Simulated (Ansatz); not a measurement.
# Ga: the crystal squeezed far

An exercise on one series of results from a longer session: the logs are not shown, and one member is left open.

Computed with Ansatz 0.2.0 (DFT, PBE, PAW with Ansatz's default frozen-core files, scalar-relativistic, unless a step's input says otherwise).

## The structure to begin with

It takes space group Im-3m (No. 229, cubic). Conventional cell: a = 3.362 Å, b = 3.362 Å, c = 3.362 Å, α = 90.00°, β = 90.00°, γ = 90.00°. Ga (site symmetry m-3m) has 8 Ga at 2.91 Å as nearest neighbours.

Structure file:

```cif
data_structure
_symmetry_space_group_name_H-M 'P 1'
_symmetry_Int_Tables_number 1
_cell_length_a 2.9116
_cell_length_b 2.9116
_cell_length_c 2.9116
_cell_angle_alpha 109.471
_cell_angle_beta 109.471
_cell_angle_gamma 109.471
_cell_volume 19.00
loop_
_atom_site_label
_atom_site_type_symbol
_atom_site_fract_x
_atom_site_fract_y
_atom_site_fract_z
_atom_site_occupancy
Ga1 Ga 0.00000 0.00000 0.00000 1
```

Whether this phase is the stable one at these pressures isn't tested.

Set-up of the first run:

Contents of input.yaml:

```yaml
crystal:
  lattice:
    - [-1.6809877034, 1.6809877034, 1.6809877034]
    - [1.6809877034, -1.6809877034, 1.6809877034]
    - [1.6809877034, 1.6809877034, -1.6809877034]
  atoms:
    - { symbol: Ga, position: [0.0, 0.0, 0.0] }
kpoints:
  mp_grid: { grid: [16, 16, 16] }
scf:
  occupations: { method: fermi_dirac, width: 0.08 }
hamiltonian:
  xc: pbe
  pseudopotentials: { kind: paw }
output:
  forces: true
  stress: true
relax:
  f_tol: 0.005
  max_steps: 40
  cell: {}
```

The run is started by

```
> ansatz run input.yaml --threads 1 --pin off --max-ram 2048MiB --backend cpu --events-out ev --progress --plain --runs-dir out
```

Among the steps run: Cell relaxed at zero pressure, PAW; Volume scaled by 1, PAW; Volume scaled by 0.88, PAW; Volume scaled by 0.78, PAW; Volume scaled by 0.68, PAW; Volume scaled by 0.58, PAW; Volume scaled by 0.5, PAW; Volume scaled by 0.43, PAW; Volume scaled by 0.43, PAW (partial_waves polarizable).

One of the session's tables, all rows but one given; the rest of the session is left out.

 The rows PAW, 0.43 and PAW (partial_waves polarizable), 0.43 agree to the last digit and may rest on the same set-up.

| method | volume over the first | volume (Å³/atom) | pressure (GPa) |
| --- | --- | --- | --- |
| PAW | 1 | 19.232 | 0.03 |
| PAW | 0.88 | 16.925 | 8.25 |
| PAW | 0.78 | 15.001 | 21.58 |
| PAW | 0.68 | ? | ? |
| PAW | 0.58 | 11.155 | 97.28 |
| PAW | 0.5 | 9.616 | 176.07 |
| PAW | 0.43 | 8.270 | 305.42 |
| PAW (partial_waves polarizable) | 0.43 | 8.270 | 305.42 |

**Question.** Estimate the row for PAW, 0.68.

**Answer.** volume (Å³/atom): 13.078; pressure (GPa): 46.86. In the column «volume (Å³/atom)» it lies between PAW, 0.58 (11.155) and PAW, 0.78 (15.001).
